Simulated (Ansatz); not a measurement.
# Point defect: H interstitial in AlAs

These are results of Ansatz 0.2.0, DFT PBE, scalar-relativistic, plane waves, PAW, not measurements. (420 eV cutoff, 2×2×2 k-mesh, Gaussian smearing of 0.01 eV, collinear spin in charge 0 alone)

Host crystal, relaxed:

```yaml
crystal:
  lattice:
    - [0.00000, 2.86396, 2.86396]
    - [2.86396, 0.00000, 2.86396]
    - [2.86396, 2.86396, 0.00000]
  atoms:
    - { symbol: Al, position: [0.00000, 0.00000, 0.00000] }
    - { symbol: As, position: [0.75000, 0.75000, 0.75000] }
```

Supercell of 16 atoms, rows in host cell vectors: 0 -2 2; 0 0 2; -2 0 2. Atoms relax at the host's cell, keeping the symmetry that the supercell leaves at the site. The cell is small, so energies carry finite-size errors of tenths of an eV. The host's Kohn–Sham gap is 1.50 eV. Atoms are taken from and returned to the elements' standard states. Charged cells are corrected for image charges with the computed static dielectric tensor (mean 11.6) and aligned with the host's potential at far atoms (alignment terms reach 0.08 eV; the program doubts the alignment in some charges, where it is up to 0.08 eV). No band-filling term is added, and the Fermi level counts from the host's valence band top.

Defect: H interstitial at (0.250, 0.250, 0.250) of the host cell.

Question: What is the formation energy of the neutral defect?

Answer: 1.85 eV.

Question: Does the neutral defect carry a moment, and how do its surroundings relax?

Answer: It changes the cell's moment by 0.25 μB (a fraction, from partly filled bands). The nearest neighbours before are 4 Al at 2.48 Å, 6 As at 2.86 Å; after relaxation the atoms near the site are 4 Al at 2.42 Å, 6 As at 2.89 Å; the largest move is 0.06 Å.

Question: Charges +1, 0, -1 were computed. Which is stable where in the gap?

Answer: Among the charges computed the stable one is 0 at the valence band top, changing to -1 at 0.54 eV. In charge +1 the extra carrier would gain by moving to a band edge of the host, so it isn't bound in the gap, though by less than the errors named above. In charge +1, 0 the cell has partly filled bands: a level of the defect may be part filled, the carrier may sit in the host's bands, or levels may cross between the k points, so transitions that involve it are doubtful. Other sites of the defect weren't tried. Levels between neighbouring charges: (+1/0) -0.30 eV, (0/-1) 0.54 eV.